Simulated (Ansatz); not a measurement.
An input for Ansatz 0.2.0 (SnO2 (2H monolayer)):

```yaml
crystal:
  lattice:
    - [3.0633657874, 0.0, 0.0]
    - [-1.5316828937, 2.652952593, 0.0]
    - [0.0, 0.0, 28.1]
  atoms:
    - { symbol: Sn, position: [0.3333333333, 0.6666666667, 0.5] }
    - { symbol: O, position: [0.6666666667, 0.3333333333, 0.5434533073] }
    - { symbol: O, position: [0.6666666667, 0.3333333333, 0.4565466927] }
  periodic: [true, true, false]
kpoints:
  mp_grid: { grid: [6, 6, 1] }
hamiltonian:
  xc: pbesol
  pseudopotentials: { kind: paw, azcp: { folder: soft_1 }, xc_functional: pbe }
scf:
  occupations: { method: fixed }
  convergence: { dr2_threshold: 1.0e-10 }
gw:
  n_empty_bands: 442
  ecut_chi: 90.0
  qp_bands: [v2, c2]
  qp_kpoints: band_edges
  screening: { model: contour_deformation }
```

```sh
ansatz run input.yaml --threads 8 --pin off --max-ram 17510MiB --backend cpu --events-out ev --progress --plain --runs-dir out
```

**Question.** How long will it take on 8 threads of Arm Neoverse V2, shared host, and how much memory?

It took 1.8 min; on shared hardware allow 53 s to 3.5 min. Peak host memory was 5.5 GiB. The sizes that set the cost: 4437 plane waves a state, 7 irreducible k points, 455 bands summed, 457 plane waves in the screening and 10 SCF cycles.

The screening grows as filled bands × empty bands × pairs of k points, times the square of the screening basis for the matrix.

[Paths, hosts, dates, memory and timing lines, banners, echoed tables and standing remarks are left out of the program output.]

[Logs are printed without paths, hosts, clocks, repeated set-up lines and the standing remarks that a program may print on its own settings, such as how far it seeks lower states.]

[Runs of the session that timed out or met a known fault of the program may be left out.]

[Cells called generated may have been cut or substituted from an entry of the Crystallography Open Database or the Materials Project.]

[Hosts, paths, dates, database ids (printed as entryN), source tags and the programs' standing remarks are cut or masked in the printed files.]
